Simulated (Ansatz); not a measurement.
# How the conductance of NiSi2/ZnS/CoSi2 changes with thickness

How fast does the current through NiSi2/ZnS/CoSi2 fall with each added layer? The lower electrode is NiSi2 fluorite(111), the upper one CoSi2 fluorite(111); the barrier is ZnS wurtzite(0001) (whole bilayers). In the first transport cell, after relaxation, the nearest pair of electrode and barrier is Si–S at 2.33 Å, along the normal, at the lower face and Si–Zn at 2.50 Å, along the normal, at the upper one. All share a net of side 3.84 Å, which strains the lower electrode by +0.0 %, the upper one by +1.3 % and the barrier by -0.3 %, against typed lattice constants near PBE's. The first steps treat the bulk electrodes alone.

Program: Ansatz 0.2.0. Level of theory: PBE DFT, plane waves, PAW files, in the first sound run; inputs show where later runs differ. Results are calculated unless marked as measured.

## Step 1: The structure

Symmetry: Fm-3m, No. 225, cubic system. The conventional cell has a = 5.430 Å, b = 5.430 Å, c = 5.430 Å, α = 90.00°, β = 90.00°, γ = 90.00°. Nearest to Si lie 4 Ni at 2.35 Å. Nearest to Ni lie 8 Si at 2.35 Å. Farther neighbours are not listed.

Structure file:

```cif
data_structure
_symmetry_space_group_name_H-M 'P 1'
_symmetry_Int_Tables_number 1
_cell_length_a 3.8400
_cell_length_b 3.8400
_cell_length_c 9.4043
_cell_angle_alpha 90.000
_cell_angle_beta 90.000
_cell_angle_gamma 120.000
_cell_volume 120.09
loop_
_atom_site_label
_atom_site_type_symbol
_atom_site_fract_x
_atom_site_fract_y
_atom_site_fract_z
_atom_site_occupancy
Si1 Si 0.00000 0.00000 0.00000 1
Ni2 Ni 0.33333 0.66667 0.08333 1
Si3 Si 0.66667 0.33333 0.16667 1
Si4 Si 0.33333 0.66667 0.33333 1
Ni5 Ni 0.66667 0.33333 0.41667 1
Si6 Si 0.00000 0.00000 0.50000 1
Si7 Si 0.66667 0.33333 0.66667 1
Ni8 Ni 0.00000 0.00000 0.75000 1
Si9 Si 0.33333 0.66667 0.83333 1
```

## Step 2: Layer spacing of the electrode, electrode NiSi2 fluorite(111)

The electrode is held to the junction's net and relaxed along the normal; its spacing is used for the ideal lead layers.

Input file input.yaml:

```yaml
crystal:
  lattice:
    - [3.84, 0.0, 0.0]
    - [-1.92, 3.3255375505, 0.0]
    - [0.0, 0.0, 9.4043325761]
  atoms:
    - { symbol: Si, position: [0.0, 0.0, 0.0] }
    - { symbol: Ni, position: [0.3333333333, 0.6666666667, 0.0833333333] }
    - { symbol: Si, position: [0.6666666667, 0.3333333333, 0.1666666667] }
    - { symbol: Si, position: [0.3333333333, 0.6666666667, 0.3333333333] }
    - { symbol: Ni, position: [0.6666666667, 0.3333333333, 0.4166666667] }
    - { symbol: Si, position: [0.0, 0.0, 0.5] }
    - { symbol: Si, position: [0.6666666667, 0.3333333333, 0.6666666667] }
    - { symbol: Ni, position: [0.0, 0.0, 0.75] }
    - { symbol: Si, position: [0.3333333333, 0.6666666667, 0.8333333333] }
kpoints:
  mp_grid: { grid: [12, 12, 3] }
scf:
  occupations: { method: fermi_dirac, width: 0.1 }
  max_iter: 150
hamiltonian:
  xc: pbe
relax:
  f_tol: 0.01
  max_steps: 40
  cell: { fix: [a, b, angles] }
```

Started as:

```sh
$ ansatz run input.yaml --threads 8 --pin off --max-ram 24576MiB --backend cpu --events-out ev --progress --plain --runs-dir out
```

Numbers of over 12 decimals in the logs are rounded to 6 here.

Output:

```text
Engine: ansatz 0.2.0, aarch64-unknown-linux-gnu
Pseudopotentials: kind: paw
Pseudopotential: Si, paw, valence charge 4, recommended cutoff 420 eV (normal), Si.paw.azcp
Pseudopotential: Ni, paw, valence charge 18, recommended cutoff 420 eV (normal), Ni.paw.azcp
Functional definition: PBE
  parameter kappa = 0.804
  parameter beta = 0.066725
  exchange = pbe_x(kappa = kappa, mu = beta*pi^2/3)
  correlation = pbe_c(beta = beta)
Crystal: 9 atoms, lattice volume = 120.094 Å³
Basis set: ecut = 420 eV, 2287 PW (Γ), exchange–correlation on 54×54×128 points (8 copies of the dense FFT grid, shifted against one another)
Bands: 48, of which v1, the nominal top of the filled ones, is band 39 counted from 1 (38 counted from 0)
Symmetry: 36 space group operations
Space group: R-3m (ITA 166), of the structure as read, at distance tolerance 4.9e-5 Å
k-points: 50 of 432
Non-local potential: Si, projectors of the file, l = 0: 2, l = 1: 2, l = 2: 2
Non-local potential: Ni, projectors of the file, l = 0: 3, l = 1: 2, l = 2: 3, l = 3: 1
PAW form: soft (Blöchl's): semilocal exchange-correlation on the pseudo side does not see the compensation charge
PAW one-centre angular grid: Si, 110 points (default); XC on 64 Gauss nodes
PAW one-centre angular grid: Ni, 590 points (default); XC on 64 Gauss nodes
Initial density: superposition of atomic densities (neutral atoms: chi_scale 0, normalization atom), corrected by the library's trained network
Initial wavefunctions: pseudopotential atomic-orbital guess
Functional: x = pbe(κ = 0.804, μ = 0.219515), c = pbe(β = 0.066725)
SCF iter   1: F=—  HF=-21337.252619 eV  |F-HF|=—  |Δ(HF+E_count)|=         —  Δρ=1.04e-2  dr2=9.32e-2  ethr=1.77e-3  ⟨swp⟩=7.7  Hψ=10336  notcnv=0  defer=3
preconditioner: auto → Kerker (q_TF=auto, 2.539 Å⁻¹)  [metal: Δε(μ)=0.023 eV  Ē_g=7.331 eV  σ=0.100 eV  W_gap=0.06  n_scr=36 (ndim 8)  ℏωp=24.9 eV  f_vac=0.000  D(μ)=2.76/eV (n_scr^D=24)]
SCF iter   2: F=—  HF=-21337.243995 eV  |F-HF|=—  |Δ(HF+E_count)|=   8.62e-3  Δρ=4.22e-3  dr2=1.86e-2  ethr=1.19e-4  ⟨swp⟩=2.0  Hψ=3009  notcnv=0  defer=3
SCF iter   3: F=—  HF=-21337.242061 eV  |F-HF|=—  |Δ(HF+E_count)|=   1.93e-3  Δρ=5.38e-4  dr2=2.74e-4  ethr=2.38e-5  ⟨swp⟩=1.3  Hψ=2550  notcnv=0  defer=4
SCF iter   4: F=—  HF=-21337.242212 eV  |F-HF|=—  |Δ(HF+E_count)|=   1.51e-4  Δρ=1.99e-4  dr2=6.31e-5  ethr=3.51e-7  ⟨swp⟩=2.0  Hψ=4302  notcnv=0  defer=4
SCF iter   5: F=—  HF=-21337.242202 eV  |F-HF|=—  |Δ(HF+E_count)|=   1.03e-5  Δρ=2.08e-4  dr2=3.77e-5  ethr=8.09e-8  ⟨swp⟩=2.0  Hψ=3741  notcnv=0  defer=4
SCF iter   6: F=—  HF=-21337.242205 eV  |F-HF|=—  |Δ(HF+E_count)|=   2.70e-6  Δρ=7.04e-5  dr2=5.37e-6  ethr=4.83e-8  ⟨swp⟩=2.0  Hψ=3339  notcnv=0  defer=4
SCF iter   7: F=—  HF=-21337.242206 eV  |F-HF|=—  |Δ(HF+E_count)|=   1.71e-6  Δρ=1.18e-5  dr2=2.37e-7  ethr=6.88e-9  ⟨swp⟩=2.0  Hψ=3258  notcnv=0  defer=4
SCF iter   8: F=-21337.242207 eV  HF=-21337.242207 eV  |F-HF|=2.59e-9  |Δ(HF+E_count)|=   1.48e-7  Δρ=2.73e-6  dr2=1.46e-8  ethr=1.28e-10  ⟨swp⟩=4.1  Hψ=8477  notcnv=0
SCF 1 converged in 8 iterations: F = -21337.242207 eV  dr2 = 1.46e-8
  greatest PAW one-centre occupation: 1.000 electrons in one spin orbital (limit 2), on the Ni atom at site 7 (counted from 0), in its partial waves of l = 1
relax step   1: F+E_penalty+E_count = -21337.24220659 eV  Δ(F+E_penalty+E_count) = +0.000e0 eV  max|allowed force component| = 3.279e-2 eV/Å  Δτ_max = 0.0000 Å  P = +1.161 GPa  Ω = 120.094 Å³  fix = [a, b, alpha, beta, gamma]  reactions: a +0.713, b +0.713 GPa  (8 SCF iters, dr2 threshold 1.00e-7 eV, accepted)
Crystal: 9 atoms, lattice volume = 120.669 Å³
Basis set: ecut = 420 eV, 2323 PW (Γ), exchange–correlation on 54×54×128 points (8 copies of the dense FFT grid, shifted against one another)
Initial density: handed on by an earlier stage of this run
Initial wavefunctions: those handed on with the density
iter 1 solved again at ethr=9.69e-7 eV; its pass at ethr=3.10e-3 eV (dr2=7.56e-4 eV) is discarded
SCF iter   1: F=—  HF=-21337.248298 eV  |F-HF|=—  |Δ(HF+E_count)|=         —  Δρ=9.92e-4  dr2=6.29e-4  ethr=9.69e-7  ⟨swp⟩=2.2  Hψ=11006  notcnv=0
preconditioner: auto → Kerker (q_TF=auto, 2.537 Å⁻¹)  [metal: Δε(μ)=0.019 eV  Ē_g=7.325 eV  σ=0.100 eV  W_gap=0.05  n_scr=36 (ndim 8)  ℏωp=24.8 eV  f_vac=0.002  D(μ)=2.71/eV (n_scr^D=24)]
SCF iter   2: F=—  HF=-21337.248177 eV  |F-HF|=—  |Δ(HF+E_count)|=   1.22e-4  Δρ=4.06e-4  dr2=1.28e-4  ethr=8.07e-7  ⟨swp⟩=1.1  Hψ=2476  notcnv=0
SCF iter   3: F=—  HF=-21337.248158 eV  |F-HF|=—  |Δ(HF+E_count)|=   1.81e-5  Δρ=1.87e-4  dr2=3.25e-5  ethr=1.64e-7  ⟨swp⟩=1.0  Hψ=2416  notcnv=0
SCF iter   4: F=—  HF=-21337.248156 eV  |F-HF|=—  |Δ(HF+E_count)|=   2.19e-6  Δρ=9.13e-5  dr2=9.64e-6  ethr=4.16e-8  ⟨swp⟩=2.2  Hψ=3501  notcnv=0
iter 5 did not close the SCF: its close was put off for the readings that it lacked (scf_convergence_deferred on its scf_iter line)
SCF iter   5: F=-21337.248157 eV  HF=-21337.248157 eV  |F-HF|=4.12e-8  |Δ(HF+E_count)|=   2.76e-7  Δρ=1.64e-5  dr2=4.60e-7  ethr=1.24e-8  ⟨swp⟩=1.8  Hψ=3168  notcnv=0
SCF iter   6: F=-21337.248157 eV  HF=-21337.248157 eV  |F-HF|=4.41e-9  |Δ(HF+E_count)|=   1.93e-7  Δρ=7.10e-6  dr2=5.70e-8  ethr=5.90e-10  ⟨swp⟩=2.9  Hψ=8806  notcnv=0
SCF 2 converged in 6 iterations: F = -21337.248157 eV  dr2 = 5.70e-8
relax step   2: F+E_penalty+E_count = -21337.24815675 eV  Δ(F+E_penalty+E_count) = -5.950e-3 eV  max|allowed force component| = 1.990e-2 eV/Å  Δτ_max = 0.0049 Å  P = +0.465 GPa  Ω = 120.669 Å³  energy of the carried Pulay correction = -1.587e-4 eV  fix = [a, b, alpha, beta, gamma]  reactions: a +0.236, b +0.236 GPa  (6 SCF iters, dr2 threshold 9.00e-7 eV, accepted)
Crystal: 9 atoms, lattice volume = 121.165 Å³
Basis set: ecut = 420 eV, 2335 PW (Γ), exchange–correlation on 54×54×128 points (8 copies of the dense FFT grid, shifted against one another)
iter 1 solved again at ethr=7.64e-7 eV; its pass at ethr=3.10e-3 eV (dr2=5.96e-4 eV) is discarded
SCF iter   1: F=—  HF=-21337.249874 eV  |F-HF|=—  |Δ(HF+E_count)|=         —  Δρ=8.74e-4  dr2=4.76e-4  ethr=7.64e-7  ⟨swp⟩=2.2  Hψ=10989  notcnv=0
preconditioner: auto → Kerker (q_TF=auto, 2.535 Å⁻¹)  [metal: Δε(μ)=0.044 eV  Ē_g=7.297 eV  σ=0.100 eV  W_gap=0.11  n_scr=36 (ndim 8)  ℏωp=24.8 eV  f_vac=0.002  D(μ)=2.69/eV (n_scr^D=24)]
SCF iter   2: F=—  HF=-21337.249773 eV  |F-HF|=—  |Δ(HF+E_count)|=   1.00e-4  Δρ=3.63e-4  dr2=1.00e-4  ethr=6.10e-7  ⟨swp⟩=1.1  Hψ=2476  notcnv=0
SCF iter   3: F=—  HF=-21337.249762 eV  |F-HF|=—  |Δ(HF+E_count)|=   1.17e-5  Δρ=1.65e-4  dr2=2.56e-5  ethr=1.29e-7  ⟨swp⟩=1.0  Hψ=2400  notcnv=0
SCF iter   4: F=—  HF=-21337.249760 eV  |F-HF|=—  |Δ(HF+E_count)|=   1.19e-6  Δρ=8.16e-5  dr2=7.75e-6  ethr=3.29e-8  ⟨swp⟩=2.2  Hψ=3626  notcnv=0
iter 5 did not close the SCF: its close was put off for the readings that it lacked (scf_convergence_deferred on its scf_iter line)
SCF iter   5: F=-21337.249761 eV  HF=-21337.249761 eV  |F-HF|=3.73e-8  |Δ(HF+E_count)|=   2.67e-7  Δρ=1.50e-5  dr2=3.75e-7  ethr=9.94e-9  ⟨swp⟩=1.8  Hψ=3233  notcnv=0
SCF iter   6: F=-21337.249761 eV  HF=-21337.249761 eV  |F-HF|=5.97e-10  |Δ(HF+E_count)|=   1.63e-7  Δρ=7.01e-6  dr2=5.41e-8  ethr=4.81e-10  ⟨swp⟩=2.9  Hψ=8591  notcnv=0
SCF 3 converged in 6 iterations: F = -21337.249761 eV  dr2 = 5.41e-8
relax step   3: F+E_penalty+E_count = -21337.24976079 eV  Δ(F+E_penalty+E_count) = -1.604e-3 eV  max|allowed force component| = 1.782e-3 eV/Å  Δτ_max = 0.0049 Å  P = -0.119 GPa  Ω = 121.165 Å³  energy of the carried Pulay correction = -2.952e-4 eV  fix = [a, b, alpha, beta, gamma]  reactions: a -0.178, b -0.178 GPa  (6 SCF iters, dr2 threshold 9.00e-7 eV, accepted)
Initial wavefunctions: pseudopotential atomic-orbital guess (no wavefunctions were taken with the density)
iter 1 solved again at ethr=3.71e-6 eV; its pass at ethr=3.10e-3 eV (dr2=2.90e-3 eV) is discarded
SCF iter   1: F=—  HF=-21337.249893 eV  |F-HF|=—  |Δ(HF+E_count)|=         —  Δρ=2.01e-4  dr2=1.08e-6  ethr=3.71e-6  ⟨swp⟩=2.8  Hψ=15269  notcnv=0
eigensolver tolerance schedule: the retry pair's looser diagonalisation over-reported the residual by 2694.29 of it (diagonalisation noise at an unbounded share of the residual, at the tolerance the schedule requests for it); recorded, not acted on — ethr = c·dr2/N_el stays at c = 1.0e-1
SCF iter   2: F=—  HF=-21337.250017 eV  |F-HF|=—  |Δ(HF+E_count)|=   1.24e-4  Δρ=1.02e-4  dr2=2.88e-7  ethr=1.38e-9  ⟨swp⟩=2.9  Hψ=4953  notcnv=0
SCF iter   3: F=—  HF=-21337.250077 eV  |F-HF|=—  |Δ(HF+E_count)|=   6.02e-5  Δρ=4.05e-6  dr2=1.59e-8  ethr=3.70e-10  ⟨swp⟩=1.0  Hψ=2404  notcnv=0
SCF iter   4: F=—  HF=-21337.250077 eV  |F-HF|=—  |Δ(HF+E_count)|=   4.97e-9  Δρ=1.12e-6  dr2=2.62e-9  ethr=2.03e-11  ⟨swp⟩=2.3  Hψ=3225  notcnv=0
SCF iter   5: F=—  HF=-21337.250077 eV  |F-HF|=—  |Δ(HF+E_count)|=   1.52e-9  Δρ=5.22e-7  dr2=5.96e-10  ethr=3.36e-12  ⟨swp⟩=2.1  Hψ=3513  notcnv=0
SCF iter   6: F=-21337.250077 eV  HF=-21337.250077 eV  |F-HF|=3.64e-12  |Δ(HF+E_count)|=  4.69e-10  Δρ=7.28e-8  dr2=5.77e-12  ethr=1.00e-12  ⟨swp⟩=3.1  Hψ=9645  notcnv=0
SCF 4 converged in 6 iterations: F = -21337.250077 eV  dr2 = 5.77e-12
relax step   4: F+E_penalty+E_count = -21337.25007692 eV  Δ(F+E_penalty+E_count) = -3.161e-4 eV  max|allowed force component| = 1.819e-3 eV/Å  Δτ_max = 0.0000 Å  P = -0.118 GPa  Ω = 121.165 Å³  fix = [a, b, alpha, beta, gamma]  reactions: a -0.178, b -0.178 GPa  stress off target by 2.66e-3 GPa on what of the cell is left free  SCF on the basis re-selected at this cell (its energy is not comparable with the rows above)  (6 SCF iters)
basis re-selected at this cell: Δ(F+E_penalty+E_count) = -3.161e-4 eV, ΔP = +0.001 GPa vs the last step (what re-selecting the basis moved, of the pressure what is left beyond the Pulay correction that the steps carried, after the strain that the cell walked since its last selection, with what the two solves' SCF thresholds leave and, on support functions, any second-order correction that the steps lacked; it is no m [...]
SCF converged after 6 iterations
Free energy (F): -21337.250077 eV
Harris-Foulkes:  -21337.250077 eV  (|F-HF|=3.64e-12)
Internal energy: -21337.161385 eV  (E = F + TS)
E sigma→0 (E₀):  -21337.205731 eV
Entropy (-TS):   -0.088692 eV (-9.855 meV/atom)
Fermi energy:    12.854146 eV
--- Per-component energies (eV) ---
  E_band       = -1054.656545
  E_kinetic    = 1107.518587
  E_local      = -14804.914020  (includes V_loc(G=0)·N_el)
  E_nonlocal   = 2038.793481
  E_hartree    = 6399.499183
  E_xc         = -596.351413
  E_vxc        = -623.499591  (∫ρ·V_xc dr)
  E_paw        = -7954.306847  (= ΣΔE_a)
  E_vpaw       = -1571.555133  (= ΣTr[D̂ρ^β])
  E_aug_tail   = 0.001692  (compensation charges beyond the density's cutoff)
  E_ewald      = -7527.402048
  E_smearing   = -0.088692  (= −TS)
  E_closure    = 0.000000  (closes the sum)
  Σ components = -21337.250077   (vs F -21337.250077, Δ=0.00e0)
--- Forces (eV/Å), atoms counted from 1 ---
  atom   1  Si     0.00000000    -0.00000000    -0.00181880
  atom   2  Ni     0.00000000     0.00000000     0.00000000
  atom   3  Si     0.00000000     0.00000000     0.00181880
  atom   4  Si     0.00000000    -0.00000000    -0.00181880
  atom   5  Ni     0.00000000     0.00000000     0.00000000
  atom   6  Si     0.00000000     0.00000000     0.00181880
  atom   7  Si     0.00000000    -0.00000000    -0.00181880
  atom   8  Ni     0.00000000    -0.00000000     0.00000000
  atom   9  Si     0.00000000     0.00000000     0.00181880
  max |Σ_I F_I| component: 1.85e-16 eV/Å
--- Stress (GPa, compression-positive) ---
       -0.177883       0.000000      -0.000000
        0.000000      -0.177883      -0.000000
        0.000000      -0.000000       0.002657
  P = ⅓ Tr σ = -0.1177 GPa (-1.177 kbar)
--- Relaxed structure (3 steps of the walk, 3 accepted, 1 SCFs on fresh bases) ---
  F+E_penalty+E_count = -21337.25007692 eV   max|allowed force component| = 1.819e-3 eV/Å   (the final SCF, on the basis selected at the relaxed cell)
  cell:  # Å, volume = 121.1654 Å³
    - [3.840000, 0, 0]
    - [-1.920000, 3.325538, 0]
    - [0, 0, 9.488240]
  atoms:
    - { symbol: Si, position: [0, 0, -0.00103581] }
    - { symbol: Ni, position: [0.333333, 0.666667, 0.083333] }
    - { symbol: Si, position: [0.666667, 0.333333, 0.167702] }
    - { symbol: Si, position: [0.333333, 0.666667, 0.332298] }
    - { symbol: Ni, position: [0.666667, 0.333333, 0.416667] }
    - { symbol: Si, position: [0, 0, 0.501036] }
    - { symbol: Si, position: [0.666667, 0.333333, 0.665631] }
    - { symbol: Ni, position: [0, 0, 0.75] }
    - { symbol: Si, position: [0.333333, 0.666667, 0.834369] }
```

Wall time 7.4 s (8 threads of Arm Neoverse V2, shared host); peak memory 0.73 GiB; 55 s of CPU time.

This run has no spin polarisation, although Ni can carry a moment.

Relaxation path:

```
step  energy less that of the first step (eV)  largest force component (eV/Å)  pressure (GPa)  volume (Å³)
   1                                   0.0000                          0.0328            1.16       120.09
   2                                  -0.0060                          0.0199            0.46       120.67
   3                                  -0.0076                          0.0018           -0.12       121.17
  4*                                  -0.0079                          0.0018           -0.12       121.17
```

Relaxation steps marked * repeat the geometry before them on a plane-wave basis chosen anew for their cell, so energy and pressure can jump there.

Forces are held to the 36 operations that the run works with; a distortion that breaks them can't arise in this run.

```
     cell as run  before  after  change
           a (Å)   3.840  3.840  -0.0 %
           b (Å)   3.840  3.840  -0.0 %
           c (Å)   9.404  9.488  +0.9 %
volume (Å³/atom)   13.34  13.46  +0.9 %
```

This step gave:

- free energy: -21337.2501 eV
- Fermi energy: 12.85 eV
- pressure: -0.1177 GPa

The relaxation ends with a largest force component of 0.0018 eV/Å.

(Continued in part 2 of 6.)

[Logs are printed without paths, hosts, clocks, repeated set-up lines and the standing remarks that a program may print on its own settings, such as how far it seeks lower states.]

[Hosts, paths, dates, database ids (printed as entryN), source tags and the programs' standing remarks are cut or masked in the printed files.]
